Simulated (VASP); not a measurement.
All values below come from PBEsol GGA, VASP's PBE PAW potentials (set 64) (plane waves; VASP 6.6.1).

VASP input:

**KPOINTS**
```
Automatic mesh
0
Gamma
8 8 8
0 0 0
```

**INCAR**
```
! general
SYSTEM  = CsBr
PREC    = Accurate
ENCUT   = 500
LREAL   = .FALSE.
LASPH   = .TRUE.

! electronic loop
EDIFF   = 1E-6
NELM    = 100
ALGO    = Normal
LMAXMIX = 4

! smearing
ISMEAR  = 0
SIGMA   = 0.05

! functional
GGA     = PS

! ions
IBRION  = 2
NSW     = 40
ISIF    = 3
EDIFFG  = -0.02
PSTRESS = 450

! output
LWAVE   = .FALSE.
LCHARG  = .FALSE.
```

**POSCAR**
```
CsBr
1
    3.4766339651    -0.0000000000     0.0000000000
    0.0000000000     3.4766339651    -0.0000000000
    0.0000000000    -0.0000000000     3.4766339651
Cs Br
1 1
Direct
  0.0000000000   0.0000000000   0.0000000000
  0.5000000000   0.5000000000   0.5000000000
```

POTCAR, in this order: Cs_sv Br (PBE.64 set). Program: vasp_std.

What VASP printed:

File OSZICAR:
```
       N       E                     dE             d eps       ncg     rms          rms(c)
DAV:   1     0.926715517813E+02    0.92672E+02   -0.77030E+03   840   0.120E+03
DAV:   2     0.753157810120E+00   -0.91918E+02   -0.84513E+02  1240   0.200E+02
DAV:   3    -0.389160587066E+01   -0.46448E+01   -0.46201E+01  1056   0.482E+01
DAV:   4    -0.392227773030E+01   -0.30672E-01   -0.30661E-01   944   0.438E+00
DAV:   5    -0.392253825459E+01   -0.26052E-03   -0.26051E-03  1028   0.348E-01    0.576E+00
DAV:   6    -0.370903226556E+01    0.21351E+00   -0.31127E-01   888   0.414E+00    0.302E+00
DAV:   7    -0.367391129028E+01    0.35121E-01   -0.18529E-01   952   0.304E+00    0.768E-01
DAV:   8    -0.367333168446E+01    0.57961E-03   -0.18713E-02   940   0.108E+00    0.769E-02
DAV:   9    -0.367311379574E+01    0.21789E-03   -0.74220E-04   956   0.248E-01    0.330E-02
DAV:  10    -0.367311686698E+01   -0.30712E-05   -0.20484E-04   980   0.972E-02    0.283E-02
DAV:  11    -0.367310889707E+01    0.79699E-05   -0.54902E-05   896   0.565E-02    0.496E-03
DAV:  12    -0.367310781028E+01    0.10868E-05   -0.36348E-06   924   0.172E-02    0.168E-03
DAV:  13    -0.367310775150E+01    0.58780E-07   -0.10828E-06   496   0.740E-03
   1 F= 0.81295235E+01 E0= 0.81295235E+01  d E =0.812952E+01
```

**OUTCAR**
```
------------------------ aborting loop because EDIFF is reached ----------------------------------------
  FORCE on cell =-STRESS in cart. coord.  units (eV):
  Direction    XX          YY          ZZ          XY          YZ          ZX
  --------------------------------------------------------------------------------------
  Total       11.8139365     11.8139365     11.8139365      0.0000000      0.0000000      0.0000000
  in kB      450.4310383    450.4310383    450.4310383      0.0000000      0.0000000      0.0000000
  external PRESSURE =       0.4310383 kB  Pullay stress =     450.0000000 kB
  volume of cell :       42.02
      direct lattice vectors                 reciprocal lattice vectors
     3.476633965  0.000000000  0.000000000     0.287634537  0.000000000  0.000000000
     0.000000000  3.476633965  0.000000000     0.000000000  0.287634537  0.000000000
     0.000000000  0.000000000  3.476633965     0.000000000  0.000000000  0.287634537
 POSITION                                       TOTAL-FORCE (eV/Angst)
 -----------------------------------------------------------------------------------
      0.00000      0.00000      0.00000         0.000000      0.000000      0.000000
      1.73832      1.73832      1.73832         0.000000      0.000000      0.000000
 -----------------------------------------------------------------------------------
    total drift:                                0.000000      0.000000      0.000000
  FREE ENERGIE OF THE ION-ELECTRON SYSTEM (eV)
  ---------------------------------------------------
  free  energy   TOTEN  =        -3.6731077515 eV

  energy  without entropy=       -3.6731077515  energy(sigma->0) =       -3.67310775
  enthalpy is  TOTEN    =         8.1295234671 eV   P V=       11.8026312186

 reached required accuracy - stopping structural energy minimisation
```
(Selected blocks of OUTCAR.)

The compound is CsBr in the CsCl type structure. It was relaxed first under an external pressure of 45 GPa.
